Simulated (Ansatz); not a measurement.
Crystal: Al2O3 (Corundum).

```xyz
10
Lattice="2.3803 1.3742 4.3319 -2.3803 1.3742 4.3319 0.0000 -2.7485 4.3319" Properties=species:S:1:pos:R:3 pbc="T T T"
Al    0.0000    0.0000   11.0743
Al    0.0000    0.0000    8.4191
Al    0.0000    0.0000    1.9213
Al    0.0000    0.0000    4.5765
O    -1.6503   -0.1099    5.4148
O     0.7300    1.4841    5.4148
O     0.9203   -1.3742    5.4148
O     1.6503    0.1099    7.5808
O    -0.7300   -1.4841    7.5808
O    -0.9203    1.3742    7.5808
```

| Quantity | Value |
| --- | --- |
| Program | Ansatz 0.2.0 |
| Task | relaxation of cell and atoms |
| Functional | LDA |
| Potentials or basis | Ansatz PAW |
| Cutoff | 420 eV (not typed: the program's choice for these potentials) |
| k mesh | 7 × 7 × 7 |
| Occupations | fermi-dirac, width 0.05 eV |
| Spin | no spin polarisation |

At the start: volume 8.50 Å³/atom.

**Question.** How do energy, volume and symmetry change on relaxing?

**Answer.** It ends after 8 steps and the volume is 8.32 Å³/atom (-2.1 %); space group R-3c (No. 167, to 0.05 Å).

Step by step:
| step | energy change (eV) | largest force (eV/Å) | volume (Å³) |
| --- | --- | --- | --- |
| 1 | 0.0000 | 0.1125 | 85.02 |
| 2 | -0.0269 | 0.0686 | 84.23 |
| 3 | -0.0427 | 0.0549 | 83.31 |
| 4 | -0.0431 | 0.0305 | 83.30 |
| 5 | -0.0431 | 0.0001 | 83.31 |
| 6 | -0.0319 | 0.0006 | 83.31 |
| 7 | -0.0325 | 0.0002 | 83.23 |
| 8 | -0.0321 | 0.0002 | 83.23 |

Final structure:
```
CELL_PARAMETERS angstrom
2.36458 1.36519 4.29729
-2.36458 1.36519 4.29729
0.00000 -2.73038 4.29729
ATOMIC_POSITIONS crystal
Al 0.85202 0.85202 0.85202
Al 0.64798 0.64798 0.64798
Al 0.14798 0.14798 0.14798
Al 0.35202 0.35202 0.35202
O 0.05586 0.75000 0.44414
O 0.75000 0.44414 0.05586
O 0.44414 0.05586 0.75000
O 0.94414 0.25000 0.55586
O 0.25000 0.55586 0.94414
O 0.55586 0.94414 0.25000
```

Caveat: the plane-wave basis is chosen anew once the cell has moved, so the energies of steps on either side of that aren't comparable; the pressure holds a Pulay correction of +1.2 GPa for the finite cutoff; the PAW data sets come from PBE, with cores solved anew for the run's functional, which leaves a small shift of forces and pressure.
